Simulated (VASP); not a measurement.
# Al (Fm-3m) in VASP: notebook, part 2 of 2

VASP 6.6.1.

### Step 4. Single point, PBE (grid = ENCUT=400 dk=0.6 cell=3x3x2 ISMEAR=1 SIGMA=0.1 LREAL=Auto EDIFF=1e-06)

Input file INCAR:

```
SYSTEM = Al
PREC = Accurate
ENCUT = 400
EDIFF = 1E-6
ISMEAR = 1
SIGMA = 0.1
LREAL = Auto
LASPH = .TRUE.
NELM = 120
ALGO = Fast
ISIF = 2
LWAVE = .FALSE.
LCHARG = .FALSE.
GGA = PE
NBANDS = 45
```

Input file KPOINTS:

```
Automatic mesh
0
G
  2 2 3
  0 0 0
```

Input file POSCAR:

```
Al
1.0
    0.0000000000      6.0744150000      6.0744150000
    6.0744150000      0.0000000000      6.0744150000
    4.0496100000      4.0496100000      0.0000000000
Al
18
Direct
    0.0000000000      0.0000000000      0.0000000000
    0.0000000000      0.0000000000      0.5000000000
    0.0000000000      0.3333333333      0.0000000000
    0.0000000000      0.3333333333      0.5000000000
    0.0000000000      0.6666666667      0.0000000000
    0.0000000000      0.6666666667      0.5000000000
    0.3333333333      0.0000000000      0.0000000000
    0.3333333333      0.0000000000      0.5000000000
    0.3333333333      0.3333333333      0.0000000000
    0.3333333333      0.3333333333      0.5000000000
    0.3333333333      0.6666666667      0.0000000000
    0.3333333333      0.6666666667      0.5000000000
    0.6666666667      0.0000000000      0.0000000000
    0.6666666667      0.0000000000      0.5000000000
    0.6666666667      0.3333333333      0.0000000000
    0.6666666667      0.3333333333      0.5000000000
    0.6666666667      0.6666666667      0.0000000000
    0.6666666667      0.6666666667      0.5000000000
```

Potentials or basis: VASP PAW PBE potentials, release 64 (Al).

Command:

```sh
cat potpaw_PBE.64/Al/POTCAR > POTCAR
mpirun -np 1 vasp_std > vasp.out
```

OUTCAR:

```text
SYSTEM = Al
   PREC = Accurate
   ENCUT = 400
   EDIFF = 1E-6
   ISMEAR = 1
   LREAL = Auto
   LASPH = .TRUE.
   NELM = 120
   ISIF = 2
   GGA = PE

 Found      6 irreducible k-points:

 Following reciprocal coordinates:
            Coordinates               Weight
  0.000000  0.000000  0.000000      1.000000
  0.500000  0.000000  0.000000      2.000000
  0.500000  0.500000  0.000000      1.000000
  0.000000  0.000000  0.333333      2.000000
  0.500000  0.000000  0.333333      4.000000
  0.500000  0.500000  0.333333      2.000000
   k-points           NKPTS =      6   k-points in BZ     NKDIM =      6   number of bands    NBANDS=     45
   number of dos      NEDOS =    301   number of ions     NIONS =     18
   total plane-waves  NPLWV = 125440
   dimension x,y,z NGX =    56 NGY =   56 NGZ =   40
   dimension x,y,z NGXF=   112 NGYF=  112 NGZF=   80
   ions per type =              18
   NGX,Y,Z   is equivalent  to a cutoff of  10.84, 10.84, 11.61 a.u.
   NGXF,Y,Z  is equivalent  to a cutoff of  21.67, 21.67, 23.22 a.u.
 SYSTEM =  Al
   PREC   = accura    normal or accurate (medium, high low for compatibility)
   ISTART =      0    job   : 0-new  1-cont  2-samecut
   ICHARG =      2    charge: 1-file 2-atom 10-const
   ISPIN  =      1    spin polarized calculation?
   LNONCOLLINEAR =      F non collinear calculations
   LSORBIT =      F    spin-orbit coupling
   LASPH  =      T    aspherical Exc in radial PAW
   ENCUT  =  400.0 eV  29.40 Ry    5.42 a.u.  14.01 14.01  9.34*2*pi/ulx,y,z
   NELM   =    120;   NELMIN=  2; NELMDL= -5     # of ELM steps
   EDIFF  = 0.1E-05   stopping-criterion for ELM
   LREAL  =      T    real-space projection
   EDIFFG = 0.1E-04   stopping-criterion for IOM
   NSW    =      0    number of steps for IOM
[... 5 lines left out ...]
   TEBEG  =    0.0;   TEEND  =   0.0 temperature during run
   PSTRESS=    0.0 pullay stress
   NELECT =      54.0000    total number of electrons
   NUPDOWN=      -1.0000    fix difference up-down
   EMIN   =  10.00;   EMAX   =-10.00  energy-range for DOS
   EFERMI =   0.00;   METHOD = LEGACY
   ISMEAR =     1;   SIGMA  =   0.10  broadening in eV -4-tet -1-fermi 0-gaus
   EFERMI_NEDOS =   21; number of points for ismear=-14 and -15
   IALGO  =     68    algorithm
   IMIX   =      4    mixing-type and parameters
     AMIX     =   0.40;   BMIX     =  1.00
     AMIX_MAG =   1.60;   BMIX_MAG =  1.00
  volume/ion in A,a.u.               =      16.60       112.04
  Fermi-wavevector in a.u.,A,eV,Ry     =   0.925526  1.748991 11.654733  0.856599
  Thomas-Fermi vector in A             =   2.051390
   LORBIT       =      0    0 simple, 1 ext, 2 COOP (PROOUT), +10 PAW based schemes
   GGA     = PE    functional components
   LHFCALC =     F    Hartree Fock is set to
   AEXX    =    0.0000 exact exchange contribution
   IVDW    =     0    specifies the selected vdW correction
   LEPSILON=     F    determine dielectric tensor
   LRPA    =     F    only Hartree local field effects (RPA)
 non-spin polarized calculation
 RMM-DIIS sequential band-by-band and
 Methfessel and Paxton  Order N= 1 SIGMA  =   0.10
  energy-cutoff  :      400.00
  volume of cell :      298.85
 maximum number of plane-waves:      5426
 NGX is ok and might be reduce to    56
   NGX = 27   NGY = 27   NGZ = 19

 number of electron      54.0000000 magnetization

 Free energy of the ion-electron system (eV)
  ---------------------------------------------------
  ext. energy  EPLUGINS =         0.00000000
  ---------------------------------------------------
  free energy    TOTEN  =       -68.59457123 eV

  energy without entropy =      -68.57507653  energy(sigma->0) =      -68.58807300

 E-fermi :   8.3125     XC(G=0): -10.1745

 val. band max:        7.2856202090   @ k =   0.5000   0.0000   0.0000
 cond. band min:       8.3196419587   @ k =   0.0000   0.0000   0.3333
 fundamental gap:      1.0340217496
 Fermi energy:         8.3125169899

 k-point     1 :       0.0000    0.0000    0.0000
  band No.  band energies     occupation
      1      -3.1567      2.00000
      2      -0.1785      2.00000
      3      -0.1785      2.00000
      4      -0.1785      2.00000
      5      -0.1785      2.00000
      6       0.7982      2.00000
[... 31 lines left out ...]
     38       9.4281     -0.00000
     39       9.4281     -0.00000

 k-point     2 :       0.5000    0.0000    0.0000
  band No.  band energies     occupation
      1      -2.4064      2.00000
      2      -2.4064      2.00000
      3      -0.4246      2.00000
      4      -0.4246      2.00000
      5       1.5303      2.00000
      6       1.5303      2.00000
[... 31 lines left out ...]
     38      10.2663     -0.00000
     39      10.9253      0.00000

 k-point     3 :       0.5000    0.5000    0.0000
  band No.  band energies     occupation
      1      -2.1571      2.00000
      2      -2.1571      2.00000
      3      -1.1644      2.00000
      4      -1.1644      2.00000
      5       1.5303      2.00000
      6       1.5303      2.00000
[... 31 lines left out ...]
     38      10.9324      0.00000
     39      11.4858      0.00000

 k-point     4 :       0.0000    0.0000    0.3333
  band No.  band energies     occupation
      1      -2.4064      2.00000
      2      -0.4246      2.00000
      3      -0.4246      2.00000
      4      -0.4246      2.00000
      5      -0.1785      2.00000
      6      -0.1785      2.00000
[... 31 lines left out ...]
     38      10.9253      0.00000
     39      10.9253      0.00000

 k-point     5 :       0.5000    0.0000    0.3333
  band No.  band energies     occupation
      1      -2.1571      2.00000
      2      -1.1644      2.00000
      3      -1.1644      2.00000
      4      -0.4246      2.00000
      5      -0.4246      2.00000
      6       1.5303      2.00000
[... 31 lines left out ...]
     38      10.9324      0.00000
     39      10.9324      0.00000

 k-point     6 :       0.5000    0.5000    0.3333
  band No.  band energies     occupation
      1      -2.4064      2.00000
      2      -1.1644      2.00000
      3      -0.4246      2.00000
      4      -0.4246      2.00000
      5      -0.4246      2.00000
      6       1.5303      2.00000
[... 31 lines left out ...]
     38      10.9253      0.00000
     39      10.9253      0.00000
 [bands above 39 left out]

------------------------ aborting loop because EDIFF is reached ----------------------------------------

  FORCE on cell =-STRESS in cart. coord.  units (eV):
  Direction    XX          YY          ZZ          XY          YZ          ZX
  --------------------------------------------------------------------------------------
  -------------------------------------------------------------------------------------
  Total        0.0150271      0.0150271      0.0167266      0.0016543      0.0000743      0.0000743
  in kB        0.0805625      0.0805625      0.0896739      0.0088692      0.0003984      0.0003984
  external PRESSURE =       0.0835997 kB  Pullay stress =       0.0000000 kB

 VOLUME and BASIS-vectors are now :
 -----------------------------------------------------------------------------
  energy-cutoff  :      400.00
  volume of cell :      298.85
      direct lattice vectors                 reciprocal lattice vectors
     0.000000000  6.074415000  6.074415000    -0.082312453  0.082312453  0.082312453
     6.074415000  0.000000000  6.074415000     0.082312453 -0.082312453  0.082312453
     4.049610000  4.049610000  0.000000000     0.123468680  0.123468680 -0.123468680

 POSITION                                       TOTAL-FORCE (eV/Angst)
 -----------------------------------------------------------------------------------
      0.00000      0.00000      0.00000         0.000000      0.000000      0.000000
      2.02481      2.02481      0.00000        -0.000000     -0.000000     -0.000000
      2.02480      0.00000      2.02480        -0.000000      0.000000     -0.000000
      4.04961      2.02481      2.02480         0.000000      0.000000     -0.000000
      4.04961      0.00000      4.04961         0.000000      0.000000     -0.000000
      6.07442      2.02481      4.04961         0.000000      0.000000      0.000000
[... 10 lines left out ...]
      4.04961      4.04961      8.09922        -0.000000     -0.000000      0.000000
      6.07442      6.07442      8.09922        -0.000000     -0.000000      0.000000
 -----------------------------------------------------------------------------------
    total drift:                                0.000000      0.000000     -0.000000

  FREE ENERGIE OF THE ION-ELECTRON SYSTEM (eV)
  ---------------------------------------------------
  free  energy   TOTEN  =       -68.5945712339 eV

  energy  without entropy=      -68.5750765283  energy(sigma->0) =      -68.58807300
```

Wall time 94 s (1 thread of Intel Xeon Platinum 8175M at 2.50GHz (Skylake/Cascade Lake), shared host); peak memory 0.34 GiB.

The run converged, but some of its settings lie outside the range that counts as converged, so its numbers aren't taken as properties of the crystal.

Results:

* Free energy: -68.5946 eV
* Pressure: 0.0 GPa
* Band gap on the k mesh: none (metal or under the smearing width)

Caveat: the k mesh is coarse (spacing up to 0.45 Å⁻¹), so the values aren't converged.

### Step 5. The reference run

An earlier run on the cell as given: functional PBE; potentials or basis VASP PAW PBE potentials, release 64 (Al); cutoff 520 eV; k mesh 11 × 11 × 11; occupations fermi-dirac, width 0.05 eV; no spin polarisation.

- Pressure: -0.5 GPa
- Band gap on the k mesh: none (metal or under the smearing width)
